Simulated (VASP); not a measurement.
The system is HfO2.

```
CELL_PARAMETERS angstrom
0.00000 2.55750 2.55750
2.55750 0.00000 2.55750
2.55750 2.55750 0.00000
ATOMIC_POSITIONS crystal
Hf 0.00000 0.00000 0.00000
O 0.75000 0.75000 0.75000
O 0.25000 0.25000 0.25000
```

Measurements of this composition are mostly on another form, of space group No. 14.

- Program: VASP 6.6.1
- Task: relaxation of cell and atoms
- Functional: B3LYP5
- Potentials or basis: VASP PAW PBE potentials, release 64 (Hf_pv, O)
- Cutoff: 600 eV
- k mesh: 5 × 5 × 5
- Occupations: fermi-dirac, width 0.05 eV
- Spin: no spin polarisation

At the start: pressure -6.2 GPa; volume 11.15 Å³/atom.

Q: Where does the relaxation end?

A: Over 3 steps the energy falls by 5.4 meV/atom and the volume is 10.88 Å³/atom (-2.4 %); space group Fm-3m (No. 225, to 0.05 Å).

The path:
| step | energy change (eV) | largest force (eV/Å) | pressure (GPa) | volume (Å³) |
| --- | --- | --- | --- | --- |
| 1 | 0.0000 | 0.0000 | -6.24 | 33.46 |
| 2 | 0.0252 | 0.0000 | 11.01 | 31.40 |
| 3 | -0.0162 | 0.0000 | -0.08 | 32.65 |

Final structure:
```
Hf O
1.0
     0.00000    2.53672    2.53672
     2.53672    0.00000    2.53672
     2.53672    2.53672    0.00000
Hf O
1 2
Cartesian
  0.0000 0.0000 0.0000
  3.8051 3.8051 3.8051
  1.2684 1.2684 1.2684
```

Caveat: the k mesh is coarse (spacing up to 0.43 Å⁻¹), so the values aren't converged, least of all with exact exchange; the PAW data sets were made with another functional, which shifts forces and pressure a little.
